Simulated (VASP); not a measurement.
# Quasiparticle energies of BaH2 in VASP, part 4 of 5

Wanted: how far GW moves the Kohn-Sham levels of BaH2. The cell has space group Pnma. The start is a cell from a database of measured crystal structures.

VASP 6.6.1, plane waves and PAW; the level of theory is named at each step.

So far. Step 2 (Ground state): The cell has a gap of 2.60 eV on mesh and path and a pressure of -3.5 GPa, which holds the misfit of the given cell and coordinates with this functional, and any error of cutoff, mesh and data sets. Spin-orbit coupling is left out, which can shift or reorder these edges. Forces of up to 0.31 eV/Å remain in these settings. Step 3 (Empty bands): WAVECAR now holds 592 bands for 48 electrons.

### Step 4. evGW0 (continued)

Level of this step: evGW0 on LDA; plane waves and PAW (Ba_sv_GW, H_GW) (VASP).

From OUTCAR (step 4):

```text
 Found     12 irreducible k-points:

   k-points           NKPTS =     12   k-points in BZ     NKDIM =     16   number of bands    NBANDS=    592

   NELECT =      48.0000    total number of electrons

 E-fermi :   2.9981

 QP shifts <psi_nk| G(iteration)W_0 |psi_nk>: iteration 1
 for sc-GW calculations column KS-energies equals QP-energies in previous step
 and V_xc(KS)=  KS-energies - (<T + V_ion + V_H > + <T+V_H+V_ion>^1  + <V_x>^1)
 k-point   1 :       0.0000    0.0000    0.0000
  band No.  KS-energies  QP-energies   sigma(KS)   V_xc(KS)     V^pw_x(r,r')   Z            occupation Imag(sigma)
    ...
     21       0.8942      -0.1068     -11.4914     -10.1227     -13.2960       0.7313       2.0000       0.1409
     22       1.0697       0.0499     -12.3203     -10.9501     -14.1871       0.7443       2.0000       0.1302
     23       1.5004       0.4466     -12.1102     -10.6924     -13.9134       0.7433       2.0000       0.1253
     24       1.6127       0.6237     -12.0131     -10.6879     -13.6004       0.7463       2.0000       0.1159
     25       4.9638       5.7846      -8.0800      -9.1314      -4.3011       0.7807       0.0000      -0.1326
     26       5.2725       6.0507      -8.1391      -9.1385      -4.4146       0.7787       0.0000      -0.1351
     27       5.5487       6.4300      -8.1955      -9.3346      -4.1717       0.7736       0.0000      -0.1523
     28       5.8808       6.7768      -8.3181      -9.4736      -4.3434       0.7754       0.0000      -0.1481
    ...

 k-point   2 :       0.5000    0.0000    0.0000
  band No.  KS-energies  QP-energies   sigma(KS)   V_xc(KS)     V^pw_x(r,r')   Z            occupation Imag(sigma)
    ...
     21       1.0678       0.0556     -12.0377     -10.6711     -13.8266       0.7406       2.0000       0.1306
     22       1.0678       0.0556     -12.0377     -10.6711     -13.8266       0.7406       2.0000       0.1306
     23       1.5599       0.5222     -12.2407     -10.8511     -14.0127       0.7468       2.0000       0.1215
     24       1.5599       0.5222     -12.2407     -10.8511     -14.0127       0.7468       2.0000       0.1215
     25       4.8188       5.6215      -7.9067      -8.9343      -4.0939       0.7812       0.0000      -0.1361
     26       4.8188       5.6215      -7.9067      -8.9343      -4.0939       0.7812       0.0000      -0.1361
     27       5.2785       6.1169      -8.2142      -9.2917      -4.3688       0.7781       0.0000      -0.1391
     28       5.2785       6.1169      -8.2142      -9.2917      -4.3688       0.7781       0.0000      -0.1391
    ...

 k-point   3 :       0.0000    0.2500    0.0000
  band No.  KS-energies  QP-energies   sigma(KS)   V_xc(KS)     V^pw_x(r,r')   Z            occupation Imag(sigma)
    ...
     21       0.8418      -0.1677     -11.9714     -10.6068     -13.8887       0.7398       2.0000       0.1398
     22       1.0753       0.0670     -11.8649     -10.5032     -13.6390       0.7404       2.0000       0.1302
     23       1.1052       0.0744     -11.9033     -10.5093     -13.7488       0.7395       2.0000       0.1335
     24       1.1922       0.1829     -11.8274     -10.4649     -13.5650       0.7408       2.0000       0.1291
     25       4.7169       5.4783      -7.8943      -8.8621      -4.2657       0.7868       0.0000      -0.1233
     26       4.8780       5.6486      -7.7523      -8.7384      -4.0059       0.7815       0.0000      -0.1350
     27       5.4734       6.3070      -8.0910      -9.1674      -4.1679       0.7745       0.0000      -0.1503
     28       5.7717       6.6377      -7.9512      -9.0704      -3.9508       0.7738       0.0000      -0.1552
    ...

 QP shifts <psi_nk| G(iteration)W_0 |psi_nk>: iteration 2
 k-point   1 :       0.0000    0.0000    0.0000
  band No. old QP-enery  QP-energies   sigma(KS)   T+V_ion+V_H  V^pw_x(r,r')   Z            occupation Imag(sigma)
    ...
     21      -0.1068      -0.3225     -11.4175      11.0169     -13.2960       0.7343       2.0000       0.1452
     22       0.0499      -0.1583     -12.2492      12.0198     -14.1871       0.7453       2.0000       0.1349
     23       0.4466       0.2370     -12.0276      12.1928     -13.9134       0.7447       2.0000       0.1313
     24       0.6237       0.4260     -11.9406      12.3005     -13.6004       0.7493       2.0000       0.1201
     25       5.7846       5.8801      -8.1877      14.0951      -4.3011       0.7778       0.0000      -0.1388
     26       6.0507       6.1445      -8.2394      14.4110      -4.4146       0.7760       0.0000      -0.1404
     27       6.4300       6.5367      -8.3143      14.8834      -4.1717       0.7674       0.0000      -0.1613
     28       6.7768       6.8746      -8.4506      15.3544      -4.3434       0.7694       0.0000      -0.1583
    ...

 QP shifts <psi_nk| G(iteration)W_0 |psi_nk>: iteration 3
 k-point   1 :       0.0000    0.0000    0.0000
  band No. old QP-enery  QP-energies   sigma(KS)   T+V_ion+V_H  V^pw_x(r,r')   Z            occupation Imag(sigma)
    ...
     21      -0.3225      -0.3699     -11.4039      11.0169     -13.2960       0.7351       2.0000       0.1463
     22      -0.1583      -0.2038     -12.2391      12.0198     -14.1871       0.7463       2.0000       0.1354
     23       0.2370       0.1919     -12.0163      12.1928     -13.9134       0.7459       2.0000       0.1320
     24       0.4260       0.3838     -11.9308      12.3005     -13.6004       0.7502       2.0000       0.1204
     25       5.8801       5.8893      -8.2033      14.0951      -4.3011       0.7773       0.0000      -0.1399
     26       6.1445       6.1537      -8.2546      14.4110      -4.4146       0.7759       0.0000      -0.1415
     27       6.5367       6.5479      -8.3321      14.8834      -4.1717       0.7667       0.0000      -0.1630
     28       6.8746       6.8840      -8.4676      15.3544      -4.3434       0.7687       0.0000      -0.1598
    ...

 QP shifts <psi_nk| G(iteration)W_0 |psi_nk>: iteration 4
 k-point   1 :       0.0000    0.0000    0.0000
  band No. old QP-enery  QP-energies   sigma(KS)   T+V_ion+V_H  V^pw_x(r,r')   Z            occupation Imag(sigma)
    ...
     21      -0.3699      -0.3805     -11.4011      11.0169     -13.2960       0.7353       2.0000       0.1465
     22      -0.2038      -0.2139     -12.2372      12.0198     -14.1871       0.7465       2.0000       0.1356
     23       0.1919       0.1820     -12.0142      12.1928     -13.9134       0.7460       2.0000       0.1321
     24       0.3838       0.3745     -11.9291      12.3005     -13.6004       0.7504       2.0000       0.1205
     25       5.8893       5.8896      -8.2055      14.0951      -4.3011       0.7774       0.0000      -0.1401
     26       6.1537       6.1541      -8.2568      14.4110      -4.4146       0.7758       0.0000      -0.1416
     27       6.5479       6.5486      -8.3346      14.8834      -4.1717       0.7666       0.0000      -0.1633
     28       6.8840       6.8845      -8.4698      15.3544      -4.3434       0.7676       0.0000      -0.1600
    ...

[... 8 parts as in an earlier step ...]

[... 26 further parts left out ...]
```

Numbers from this step:

```yaml
quasiparticle_gap_on_the_mesh: 4.862 eV
smallest_direct_quasiparticle_gap_on_the_mesh: 5.349 eV
gap_of_the_starting_orbitals_on_the_mesh: 2.771 eV
```

QP gap by iteration, by row:

```
iteration  gap (eV)  direct gap (eV)
        1     4.516            4.988
        2     4.802            5.285
        3     4.853            5.339
        4     4.862            5.349
```

GW takes the gap from 2.771 to 4.862 eV. The last pass still moved it by +10 meV. The mesh misses a band edge: at the starting level the path gave a gap 0.17 eV smaller. Spin-orbit coupling is left out. The value holds for 592 bands, ENCUTGW = 110 eV and this mesh, and isn't shown to be converged in them.

### Step 5. Orbitals for another starting point

This step: LDA; plane waves and PAW (Ba_sv_GW, H_GW) (VASP 6.6.1).

A hybrid converges faster from good orbitals, so a cheap LDA run writes WAVECAR first.

Contents of INCAR:

```
SYSTEM = BaH2
PREC = Accurate
ENCUT = 320
EDIFF = 1E-05
NELM = 100
ISMEAR = 0
SIGMA = 0.01
LREAL = .FALSE.
ALGO = Normal
GGA = CA
NBANDS = 36
LORBIT = 11
LWAVE = .TRUE.
LCHARG = .FALSE.
KPAR = 2
NCORE = 8
```

Contents of POSCAR:

```
BaH2
1.0
    6.7920000000      0.0000000000      0.0000000000
    0.0000000000      4.1680000000      0.0000000000
    0.0000000000      0.0000000000      7.8580000000
Ba H
4 8
Direct
    0.2602900000      0.2500000000      0.8886300000
    0.2397100000      0.7500000000      0.3886300000
    0.7602900000      0.2500000000      0.6113700000
    0.7397100000      0.7500000000      0.1113700000
    0.0430000000      0.2500000000      0.1740000000
    0.4570000000      0.7500000000      0.6740000000
    0.5430000000      0.2500000000      0.3260000000
    0.9570000000      0.7500000000      0.8260000000
    0.6460000000      0.2500000000      0.9135000000
    0.8540000000      0.7500000000      0.4135000000
    0.1460000000      0.2500000000      0.5865000000
    0.3540000000      0.7500000000      0.0865000000
```

Contents of KPOINTS:

```
Automatic mesh
0
Gamma
2 4 2
0 0 0
```

Potentials, in the order of the species: Ba_sv_GW and H_GW (LDA family, release 64).

Started as:

```
> mpirun -np 16 vasp_std
```

The log of the run:

```text
[banner, memory and clock lines left out]
running   16 mpi-ranks, on    1 nodes
 distrk:  each k-point on    8 cores,    2 groups
 distr:  one band on    8 cores,    1 groups

 POSCAR found type information on POSCAR BaH
 POSCAR found :  2 types and      12 ions
 LDA part: xc-table for (Slater(with rela. corr.)+CA(PZ))
 , standard interpolation
 POSCAR, INCAR and KPOINTS ok, starting setup
 FFT: planning ... GRIDC
 FFT: planning ... GRID_SOFT
 FFT: planning ... GRID
 WAVECAR not read
 entering main loop
       N       E                     dE             d eps       ncg     rms          rms(c)
DAV:   1     0.428957342312E+03    0.42896E+03   -0.12632E+04   864   0.792E+02
DAV:   2     0.315088407543E+01   -0.42581E+03   -0.40858E+03  1208   0.296E+02
DAV:   3    -0.585068506896E+02   -0.61658E+02   -0.61278E+02  1336   0.123E+02
DAV:   4    -0.601999149177E+02   -0.16931E+01   -0.16882E+01  1264   0.227E+01
DAV:   5    -0.602332189888E+02   -0.33304E-01   -0.33281E-01  1168   0.280E+00    0.433E+01
DAV:   6    -0.557233421362E+02    0.45099E+01   -0.48866E+00   972   0.697E+00    0.303E+01
DAV:   7    -0.548226145609E+02    0.90073E+00   -0.89239E+00  1048   0.920E+00    0.202E+01
DAV:   8    -0.551892291036E+02   -0.36661E+00   -0.10667E+00  1360   0.380E+00    0.181E+01
DAV:   9    -0.548392617247E+02    0.34997E+00   -0.38879E-01  1004   0.196E+00    0.258E+00
DAV:  10    -0.547246830917E+02    0.11458E+00   -0.50941E-01  1116   0.220E+00    0.641E+00
DAV:  11    -0.547255886077E+02   -0.90552E-03   -0.16862E-02  1056   0.564E-01    0.326E+00
DAV:  12    -0.547257486099E+02   -0.16000E-03   -0.33895E-03  1196   0.180E-01    0.914E-01
DAV:  13    -0.547255645102E+02    0.18410E-03   -0.99755E-04  1016   0.143E-01    0.248E+00
DAV:  14    -0.547255087102E+02    0.55800E-04   -0.15405E-04  1024   0.529E-02    0.147E+00
DAV:  15    -0.547254810265E+02    0.27684E-04   -0.20941E-04  1036   0.604E-02    0.735E-01
DAV:  16    -0.547254714960E+02    0.95304E-05   -0.21646E-05   724   0.259E-02
   1 F= -.54725471E+02 E0= -.54725471E+02  d E =-.240165E-25
 writing wavefunctions
```

Wall time 7.2 s (16 MPI ranks of AMD EPYC 7R43, shared host); peak memory 1.4 GiB.

OUTCAR, selected parts (step 5):

```text
   k-points           NKPTS =     12   k-points in BZ     NKDIM =     12   number of bands    NBANDS=     36

   NELECT =      48.0000    total number of electrons

 E-fermi :   1.6844

 k-point     1 :       0.0000    0.0000    0.0000
  band No.  band energies     occupation
    ...
     20       0.7326      2.00000
     21       0.8943      2.00000
     22       1.0700      2.00000
     23       1.5007      2.00000
     24       1.6129      2.00000
     25       4.9640      0.00000
     26       5.2727      0.00000
     27       5.5489      0.00000
     28       5.8810      0.00000
     29       6.1064      0.00000
    ...

  Total       -4.6100507     -6.0413375     -4.1021611     -0.0000000      0.0000000      0.0000000
  in kB      -33.2031185    -43.5117217    -29.5451282     -0.0000000      0.0000000      0.0000000
  external PRESSURE =     -35.4199895 kB  Pullay stress =       0.0000000 kB

 POSITION                                       TOTAL-FORCE (eV/Angst)
 -----------------------------------------------------------------------------------
      1.76789      1.04200      6.98285         0.067341      0.000000      0.118394
      1.62811      3.12600      3.05385        -0.067341      0.000000      0.118394
      5.16389      1.04200      4.80415         0.067341     -0.000000     -0.118394
      5.02411      3.12600      0.87515        -0.067341     -0.000000     -0.118394
      0.29206      1.04200      1.36729        -0.134925     -0.000000      0.112148
      3.10394      3.12600      5.29629         0.134925     -0.000000      0.112148
      3.68806      1.04200      2.56171        -0.134925     -0.000000     -0.112148
      6.49994      3.12600      6.49071         0.134925     -0.000000     -0.112148
      4.38763      1.04200      7.17828        -0.060345     -0.000000      0.306670
      5.80037      3.12600      3.24928         0.060345     -0.000000      0.306670
      0.99163      1.04200      4.60872        -0.060345     -0.000000     -0.306670
      2.40437      3.12600      0.67972         0.060345     -0.000000     -0.306670
 -----------------------------------------------------------------------------------
    total drift:                                0.000000     -0.000000      0.000000

  FREE ENERGIE OF THE ION-ELECTRON SYSTEM (eV)
  ---------------------------------------------------
  free  energy   TOTEN  =       -54.7254714960 eV

  energy  without entropy=      -54.7254714960  energy(sigma->0) =      -54.72547150

[... 8 parts as in an earlier step ...]

[... 8 further parts left out ...]
```

Numbers from this step:

| Item | Value |
| --- | --- |
| Fermi energy | 1.684 eV |
| pressure | -3.542 GPa |
| least direct gap on the k-mesh | 3.203 eV |

The run ends at a pressure of -3.54 GPa, with forces up to 0.31 eV/Å.

(Continued in part 5 of 5.)

[Lines on the potential files, build, host, timing and source positions are cut from VASP's logs without a mark.]

[Logs are printed without paths, hosts, clocks, repeated set-up lines and the standing remarks that a program may print on its own settings, such as how far it seeks lower states.]

[Hosts, paths, dates, database ids (printed as entryN), source tags and the programs' standing remarks are cut or masked in the printed files.]

[Pressures printed for these runs are not shown converged in the cutoff: they can be off by several GPa and have the wrong sign.]
